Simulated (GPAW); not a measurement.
# MgO: single point with PBE

**What was measured.**

“Electronic structure of alkaline earth and post-transition metal oxides”, 2009, arxiv:0908.1581 quotes, for a bulk crystal of MgO: band gap 7.83 eV.

MgO:

```
Mg O
1.0
     0.00000    2.09700    2.09700
     2.09700    0.00000    2.09700
     2.09700    2.09700    0.00000
Mg O
1 1
Direct
  0.00000 0.00000 0.00000
  0.50000 0.50000 0.50000
```

The cell is a database's computed one.

| Property | Result |
| --- | --- |
| Program | GPAW 26.7.0 |
| Task | single point |
| Functional | PBE |
| Potentials or basis | GPAW PAW data sets (gpaw-data 1.2.1) |
| Cutoff | 800 eV |
| Basis | pw |
| k mesh | 11 × 11 × 11 |
| Occupations | gaussian, width 0.029 eV |
| Spin | no spin polarisation |
| Maxiter | 150 |

```yaml
Pressure: 7.0 GPa
Band_gap_on_the_k_mesh: 4.89 eV, direct
```

Levels at points of the mesh, in eV from the valence-band top:
```
           k point  band 6  band 7  band 8  band 9  band 10  band 11
(0.00, 0.00, 0.00)    0.00    0.00    0.00    4.89    15.90    15.90
```

Run time: 15 s on 1 thread of Arm Neoverse V1, on a shared host, peak memory 0.15 GiB.

A measured gap of MgO is 7.83 eV (quoted in “Electronic structure of alkaline earth and post-transition metal oxides”, 2009, arxiv:0908.1581); the calculated 4.89 eV misses it by -2.94 eV. The value is that of PBE, without temperature or zero-point motion. Semilocal functionals fall short of measured gaps as a rule. The cell is a database's relaxed one, not the measured one, which moves gaps too.
